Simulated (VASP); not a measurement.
A run of VASP 6.6.1 is set up as follows.

INCAR

```
ALGO     = Normal         # electronic algorithm
EDIFF    = 1E-6           # SCF threshold, eV
ENCUT    = 520            # plane-wave cutoff, eV
GGA      = PS             # functional
ISIF     = 2              # what is computed and relaxed
ISMEAR   = -1             # smearing method
LASPH    = True           # aspherical terms in the spheres
LCHARG   = False          # write CHGCAR
LREAL    = False          # projectors in reciprocal space
LWAVE    = False          # write WAVECAR
NBANDS   = 18             # bands
NELM     = 80             # most SCF steps
PREC     = Accurate       # precision mode
SIGMA    = 0.1            # smearing width, eV
```

KPOINTS

```
k-points
0
Gamma
  16 16 9
```

The input POSCAR:

```
Cu
1.0
    2.4845326767      0.0000000000      0.0000000000
   -1.2422663384      2.1516684146      0.0000000000
    0.0000000000      0.0000000000      4.0686485133
Cu
2
Direct
    0.3333333333      0.6666666667      0.2500000000
    0.6666666667      0.3333333333      0.7500000000
```

Potentials or basis: VASP PAW PBE potentials, release 64 (Cu).

Launch:

```console
$ cat potpaw_PBE.64/Cu/POTCAR > POTCAR
$ mpirun -np 1 vasp_std > vasp.out
```

Predict the pressure.

8.2 GPa.

Estimate the band gap on the k mesh.

none (metal or under the smearing width).

Stress tensor (GPa, compression positive):
```
8.30 0.00 0.00
0.00 8.30 0.00
0.00 0.00 8.01
```

Caveat: the PAW data sets were made with another functional, which shifts forces and pressure a little.
